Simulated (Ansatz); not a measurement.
# TiSe2: the cost of one run

Computed with Ansatz 0.2.0 (DFT PBE, scalar-relativistic, plane waves, PAW, unless a step's input says otherwise).

A COD entry behind a cell of this session may itself be a prediction, so a difference from it is no test against experiment.

The runs add the D3(BJ) dispersion term to the functional named.

## Step 1: The starting structure

Symmetry: P-3m1, No. 164, trigonal system. The conventional cell has a = 3.475 Å, b = 3.475 Å, c = 5.903 Å, α = 90.00°, β = 90.00°, γ = 120.00°. Ti (site symmetry -3m) has 6 Se at 2.54 Å as nearest neighbours. Se (site symmetry 3m) has 3 Ti at 2.54 Å as nearest neighbours.

Coordinates:

```
CELL_PARAMETERS angstrom
3.47503 0.00000 0.00000
-1.73751 3.00946 0.00000
0.00000 0.00000 5.90316
ATOMIC_POSITIONS crystal
Ti 0.00000 0.00000 0.00000
Se 0.33333 0.66667 0.26397
Se 0.66667 0.33333 0.73603
```

This cell comes from an earlier session at PBE: 20.578 Å³/atom at -0.01 GPa, on a 6×6×4 mesh.

## Step 2: Ferromagnetic, larger cell

Contents of input.yaml:

```yaml
crystal:
  lattice:
    - [3.4750283028, 0.0, 0.0]
    - [-1.7375141514, 3.0094627891, 0.0]
    - [0.0, 0.0, 11.8063163543]
  atoms:
    - { symbol: Ti, position: [0.0, 0.0, 0.0], spin: 1.0 }
    - { symbol: Se, position: [0.3333333333, 0.6666666667, 0.1319849361] }
    - { symbol: Se, position: [0.6666666667, 0.3333333333, 0.3680150639] }
    - { symbol: Ti, position: [0.0, 0.0, 0.5], spin: 1.0 }
    - { symbol: Se, position: [0.3333333333, 0.6666666667, 0.6319849361] }
    - { symbol: Se, position: [0.6666666667, 0.3333333333, 0.8680150639] }
basis:
  ecutwfc: 300
  ecutrho_ratio: 4
kpoints:
  mp_grid: { grid: [6, 6, 2] }
hamiltonian:
  xc: pbe
  dispersion: d3bj
scf:
  occupations: { method: gaussian, width: 0.05 }
  lower_state_search: "off"
output:
  forces: true
  stress: true
  eigenvalues: true
  populations: true
magnetization:
  spin_polarized: true
```

Run with:

```sh
$ ansatz run input.yaml --threads 1 --pin off --max-ram 2560MiB --backend cpu --events-out ev --progress --plain --runs-dir out
```

Q: Estimate wall time and peak memory on 1 thread of Intel Xeon Platinum 8488C (Sapphire Rapids), shared host.

About 17 s, with a peak of 0.48 GiB.
